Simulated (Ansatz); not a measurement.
Input and command of a plane-wave DFT calculation in Ansatz:

```yaml
crystal:
  lattice:
    - [-2.5439665234, 0.0, 0.0]
    - [-1.2719832617, -2.2031396357, 0.0]
    - [-0.9539874463, -0.5507849089, 12.6232348039]
  atoms:
    - { symbol: B, position: [0.6510625341, 0.6510625341, 0.0624165303] }
    - { symbol: B, position: [0.5677292008, 0.5677292008, 0.3957498636] }
    - { symbol: B, position: [0.4843958674, 0.4843958674, 0.729083197] }
    - { symbol: B, position: [0.1093958674, 0.1093958674, 0.8957498636] }
    - { symbol: B, position: [0.2760625341, 0.2760625341, 0.229083197] }
    - { symbol: B, position: [0.1927292008, 0.1927292008, 0.5624165303] }
    - { symbol: "N", position: [0.4322791326, 0.4322791326, 0.9375501364] }
    - { symbol: "N", position: [0.5989457992, 0.5989457992, 0.2708834697] }
    - { symbol: "N", position: [0.5156124659, 0.5156124659, 0.604216803] }
    - { symbol: "N", position: [0.1406124659, 0.1406124659, 0.7708834697] }
    - { symbol: "N", position: [0.3072791326, 0.3072791326, 0.104216803] }
    - { symbol: "N", position: [0.2239457992, 0.2239457992, 0.4375501364] }
basis:
  ecutwfc: 500
kpoints:
  mp_grid: { grid: [10, 10, 2] }
hamiltonian:
  xc: r2scan
scf:
  occupations: { method: gaussian, width: 0.05 }
output:
  forces: true
  stress: true
  eigenvalues: true
```

```bash
ansatz run input.yaml --threads 2 --pin off --max-ram 5120MiB --backend cpu --events-out ev --progress --plain --runs-dir out
```

Processor: Intel(R) Xeon(R) 6975P-C (Granite Rapids), 2 threads, on a host shared with other jobs.

Task: Estimate time, memory and problem size.

Result: About 7.1 s on 2 threads of Intel(R) Xeon(R) 6975P-C (Granite Rapids) (shared host), peak memory 0.55 GiB. It solves 36 bands at 62 k points (the mesh reduced by symmetry) with about 1819 plane waves, in 9 SCF iterations.
